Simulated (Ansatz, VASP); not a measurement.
# CdS (Greenockite): VASP beside Ansatz, part 2 of 2

One calculation is typed for both programs; each brings its own data sets and cutoff. How far apart do they land?

VASP 6.6.1 and Ansatz 0.2.0.

So far: The starting structure; VASP: relaxation of cell and atoms, r2SCAN with rVV10.

The database entry behind the starting cell differs from later determinations by our own check (about 0.35 % long), so it need not match the best structure at ambient conditions.

## (3) Ansatz: relaxation of cell and atoms, r2SCAN with rVV10

Level of this step: Ansatz beside VASP: Kohn-Sham DFT, plane waves, r2SCAN with rVV10 (Ansatz).

Ansatz runs on its default PAW (the set named soft_2) files.

The same cell, functional, mesh and smearing now go to Ansatz, which takes its cutoff from its data sets.

The input, input.yaml:

```yaml
crystal:
  lattice:
    - [4.15, 0.0, 0.0]
    - [-2.075, 3.5940054257, 0.0]
    - [0.0, 0.0, 6.737]
  atoms:
    - { symbol: Cd, position: [0.3333333333, 0.6666666667, 0.0] }
    - { symbol: Cd, position: [0.6666666667, 0.3333333333, 0.5] }
    - { symbol: S, position: [0.3333333333, 0.6666666667, 0.375] }
    - { symbol: S, position: [0.6666666667, 0.3333333333, 0.875] }
hamiltonian:
  xc: r2scan
  pseudopotentials: { kind: paw }
  dispersion: rvv10
kpoints:
  mp_grid: { grid: [7, 7, 4] }
scf:
  occupations: { method: fermi_dirac, width: 0.05 }
relax:
  f_tol: 0.01
  max_steps: 60
  cell: { stress_tol: 0.05 }
output:
  forces: true
  stress: true
```

Launch:

```
$ ansatz run input.yaml --threads 4 --pin off --max-ram 9216MiB --backend cpu --events-out ev --progress --plain --runs-dir out
```

Numbers of over 12 decimals in the logs are rounded to 6 here.

Log:

```text
Engine: ansatz 0.2.0, x86_64-unknown-linux-gnu
Pseudopotentials: kind: paw
Pseudopotential: Cd, paw, valence charge 20, recommended cutoff 500 eV (meta_gga), Cd.paw.azcp
Pseudopotential: S, paw, valence charge 6, recommended cutoff 500 eV (meta_gga), S.paw.azcp
Functional definition: r2SCAN+rVV10
  parameter k0 = 0.174
  parameter k1 = 0.065
  parameter a1 = 4.9479
  exchange = r2scan_x(k0 = k0, k1 = k1, a1 = a1)
  correlation = r2scan_c + rvv10(11.95, 0.0093)
Crystal: 4 atoms, lattice volume = 100.483 Å³
Basis set: ecut = 500 eV, 2539 PW (Γ), exchange–correlation on 144×144×240 points (64 copies of the dense FFT grid, shifted against one another)
Bands: 32, of which v1, the nominal top of the filled ones, is band 26 counted from 1 (25 counted from 0)
Symmetry: 12 space group operations
Space group: P63mc (ITA 186), of the structure as read, at distance tolerance 4.6e-5 Å
k-points: 24 of 196 (time reversal used)
Non-local potential: Cd, projectors of the file, l = 0: 3, l = 1: 2, l = 2: 2, l = 3: 1
Non-local potential: S, projectors of the file, l = 0: 2, l = 1: 2, l = 2: 2
PAW form: soft (Blöchl's): semilocal exchange-correlation on the pseudo side does not see the compensation charge
rVV10 density: all electrons in the spheres
PAW frozen core: Cd, regenerated for the run's functional (the file was generated under x = pbe(κ = 0.804, μ = 0.219515), c = pbe(β = 0.066725))
PAW frozen core: S, regenerated for the run's functional (the file was generated under x = pbe(κ = 0.804, μ = 0.219515), c = pbe(β = 0.066725))
PAW one-centre angular grid: Cd, 590 points (default); XC on 160 Gauss nodes
PAW one-centre angular grid: S, 302 points (default); XC on 160 Gauss nodes
Initial density: superposition of atomic densities (neutral atoms: chi_scale 0, normalization atom), corrected by the library's trained network
Initial wavefunctions: pseudopotential atomic-orbital guess
Functional: x = r2scan, c = r2scan + rvv10(b = 11.95, C = 0.0093); τ floored in thin density (d = 2e-4 eV/Å³)
SCF iter   1: F=—  HF=-18346.310140 eV  |F-HF|=—  |Δ(HF+E_count)|=         —  Δρ=5.82e-3  dr2=1.94e-2  dr2_τ=3.19e-2  ethr=1.77e-3  ⟨swp⟩=6.2  Hψ=3105  notcnv=0
preconditioner: auto → Resta (q_TF=auto, 2.445 Å⁻¹)  ε∞=4.3  [insulator: Δε(μ)=1.554 eV  Ē_g=12.256 eV  σ=0.050 eV  W_gap=1.00  n_scr=22 (ndim 8)  ℏωp=22.2 eV  f_vac=0.131  D(μ)=0.00/eV (n_scr^D=0)  ε∞_Penn≈4.3]
SCF iter   2: F=—  HF=-18346.330957 eV  |F-HF|=—  |Δ(HF+E_count)|=   2.08e-2  Δρ=3.31e-3  dr2=4.74e-3  dr2_τ=8.53e-4  ethr=3.72e-5  ⟨swp⟩=2.6  Hψ=1606  notcnv=0  defer=41
SCF iter   3: F=—  HF=-18346.332870 eV  |F-HF|=—  |Δ(HF+E_count)|=   1.91e-3  Δρ=7.31e-4  dr2=3.92e-4  dr2_τ=2.91e-5  ethr=9.11e-6  ⟨swp⟩=2.0  Hψ=824  notcnv=0  defer=17
automatic band count: iteration 3 solves 31 bands in place of 32: the levels show a gap, and the empty bands left out lie too high to hold charge; the band table lists the bands solved (type scf.n_extra_bands for more)
SCF iter   4: F=—  HF=-18346.333071 eV  |F-HF|=—  |Δ(HF+E_count)|=   2.01e-4  Δρ=1.42e-4  dr2=2.77e-5  dr2_τ=1.28e-6  ethr=7.54e-7  ⟨swp⟩=2.9  Hψ=1351  notcnv=0  defer=17
SCF iter   5: F=—  HF=-18346.333100 eV  |F-HF|=—  |Δ(HF+E_count)|=   2.92e-5  Δρ=5.91e-5  dr2=3.31e-6  dr2_τ=1.24e-7  ethr=5.33e-8  ⟨swp⟩=2.0  Hψ=1111  notcnv=0  defer=17
SCF iter   6: F=—  HF=-18346.333101 eV  |F-HF|=—  |Δ(HF+E_count)|=   8.81e-7  Δρ=9.98e-6  dr2=1.36e-7  dr2_τ=8.03e-9  ethr=6.37e-9  ⟨swp⟩=2.2  Hψ=1143  notcnv=0  defer=17
SCF iter   7: F=-18346.333101 eV  HF=-18346.333101 eV  |F-HF|=9.71e-10  |Δ(HF+E_count)|=   3.27e-8  Δρ=1.66e-6  dr2=3.30e-9  dr2_τ=6.79e-10  ethr=1.92e-10  ⟨swp⟩=4.0  Hψ=2520  notcnv=0
SCF 1 converged in 7 iterations: F = -18346.333101 eV  dr2 = 3.30e-9
  greatest PAW one-centre occupation: 1.001 electrons in one spin orbital (limit 2), on the Cd atom at site 0 (counted from 0), in its partial waves of l = 1
relax step   1: F+E_penalty+E_count = -18346.33310121 eV  Δ(F+E_penalty+E_count) = +0.000e0 eV  max|allowed force component| = 7.045e-2 eV/Å  Δτ_max = 0.0000 Å  P = -0.187 GPa  Ω = 100.483 Å³  (7 SCF iters, dr2 threshold 1.00e-7 eV, accepted)
[...]
relax step   2: F+E_penalty+E_count = -18346.33427299 eV  Δ(F+E_penalty+E_count) = -1.172e-3 eV  max|allowed force component| = 2.235e-2 eV/Å  Δτ_max = 0.0028 Å  P = +0.024 GPa  Ω = 100.141 Å³  energy of the carried Pulay correction = +1.042e-4 eV  (4 SCF iters, dr2 threshold 3.75e-7 eV, accepted)
[...]
relax step   3: F+E_penalty+E_count = -18346.33436777 eV  Δ(F+E_penalty+E_count) = -9.478e-5 eV  max|allowed force component| = 2.485e-3 eV/Å  Δτ_max = 0.0022 Å  P = -0.005 GPa  Ω = 100.186 Å³  energy of the carried Pulay correction = +9.043e-5 eV  (5 SCF iters, dr2 threshold 3.12e-8 eV, accepted)
[...]
relax step   4: F+E_penalty+E_count = -18346.33428675 eV  Δ(F+E_penalty+E_count) = +8.101e-5 eV  max|allowed force component| = 2.495e-3 eV/Å  Δτ_max = 0.0000 Å  P = -0.005 GPa  Ω = 100.186 Å³  stress off target by 2.27e-2 GPa  SCF on the basis re-selected at this cell (its energy is not comparable with the rows above)  (5 SCF iters)
basis re-selected at this cell: Δ(F+E_penalty+E_count) = +8.101e-5 eV, ΔP = -0.001 GPa vs the last step (what re-selecting the basis moved, of the pressure what is left beyond the Pulay correction that the steps carried, after the strain that the cell walked since its last selection, with what the two solves' SCF thresholds leave and, on support functions, any second-order correction that the steps lacked; it is no m [...]
SCF converged after 5 iterations
Free energy (F): -18346.334287 eV
Harris-Foulkes:  -18346.334287 eV  (|F-HF|=1.46e-11)
Internal energy: -18346.334287 eV  (E = F + TS)
E sigma→0 (E₀):  -18346.334287 eV
Fermi energy:    7.321537 eV
--- Per-component energies (eV) ---
  E_band       = -1074.140339
  E_kinetic    = 1223.572584
  E_local      = -8065.473037  (includes V_loc(G=0)·N_el)
  E_nonlocal   = 126.077151
  E_hartree    = 3705.245116
  E_xc         = -515.080570
  E_vxc        = -679.242463  (∫ρ·V_xc dr)
  E_paw        = -9431.569500  (= ΣΔE_a)
  E_vpaw       = -1132.992292  (= ΣTr[D̂ρ^β])
  E_aug_tail   = 0.000011  (compensation charges beyond the density's cutoff)
  E_vtau       = 43.427379  (kinetic-family band-sum trace: ∫τ·v_τ [+ j·A + Jᵃ·Aᵃ] dr)
  E_ewald      = -5387.756967
  E_core_change = -1.349075  (= ΣΔE_core)
  E_smearing   = -0.000000  (= −TS)
  E_closure    = 0.000000  (closes the sum)
  Σ components = -18346.334287   (vs F -18346.334287, Δ=0.00e0)
--- Forces (eV/Å), atoms counted from 1 ---
  atom   1  Cd     0.00000000     0.00000000    -0.00249329
  atom   2  Cd     0.00000000    -0.00000000    -0.00249329
  atom   3  S      0.00000000     0.00000000     0.00249598
  atom   4  S      0.00000000    -0.00000000     0.00249598
  max |Σ_I F_I| component: 5.39e-6 eV/Å
--- Stress (GPa, compression-positive) ---
        0.003443       0.000000       0.000000
       -0.000000       0.003443       0.000000
        0.000000       0.000000      -0.022713
  P = ⅓ Tr σ = -0.0053 GPa (-0.053 kbar)
--- Relaxed structure (3 steps of the walk, 3 accepted, 1 SCFs on fresh bases) ---
  F+E_penalty+E_count = -18346.33428675 eV   max|allowed force component| = 2.495e-3 eV/Å   (the final SCF, on the basis selected at the relaxed cell)
  cell:  # Å, volume = 100.1861 Å³
    - [4.142754, 0.0, -7.345326576221148e-19]
    - [-2.071377, 3.587730, 3.672663288110549e-19]
    - [-1.1924208468443264e-18, 0, 6.740602]
  atoms:
    - { symbol: Cd, position: [0.333333, 0.666667, -0.00073923] }
    - { symbol: Cd, position: [0.666667, 0.333333, 0.499261] }
    - { symbol: S, position: [0.333333, 0.666667, 0.375739] }
    - { symbol: S, position: [0.666667, 0.333333, 0.875739] }
```

Elapsed: 21 s, on 4 threads of Intel Xeon Platinum 8488C (Sapphire Rapids), shared host; peak memory 0.86 GiB.

## (4) Comparison

Known differences besides the potentials themselves: VASP keeps PBE cores, Ansatz makes them for the functional; both relaxations stop at a tolerance, which leaves soft axes loose, and VASP keeps its plane-wave basis; the data sets hold 52 valence electrons in Ansatz (default PAW (the set named soft_2) files) and 36 in VASP; the cutoff is 500 eV in Ansatz and 520 eV in VASP; Ansatz adds a Pulay correction to the stress that steers its cell, VASP none. Total energies have different zeros and are not compared.

The two programs side by side:

```csv
quantity,Ansatz,VASP,difference
volume (Å³),100.19,100.80,-0.61 %
"edge a after relaxation, in the typed setting (Å)",4.143,4.149,-0.16 %
"edge c after relaxation, in the typed setting (Å)",6.741,6.761,-0.30 %
```

The walks stopped with -0.01 GPa left in Ansatz and -0.01 GPa in VASP; each walk ends within a tolerance, so the volume difference is uncertain by about these residues over the bulk modulus, most in soft cells.

## (5) Results

```
difference in volume (relaxation of cell and atoms, r2SCAN with rVV10) : -0.61 %
```

In words: The difference in volume is -0.61 % (relaxation of cell and atoms, r2SCAN with rVV10), within the 1.2 % picked in this series as the mark of a large difference, as far as the stopping tolerances let one tell. Such differences can come from data sets, numerical settings and the points named under the comparisons, not from the functional's error against experiment.

[Lines on the potential files, build, host, timing and source positions are cut from VASP's logs without a mark.]

[Logs are printed without paths, hosts, clocks, repeated set-up lines and the standing remarks that a program may print on its own settings, such as how far it seeks lower states.]

[Hosts, paths, dates, database ids (printed as entryN), source tags and the programs' standing remarks are cut or masked in the printed files.]
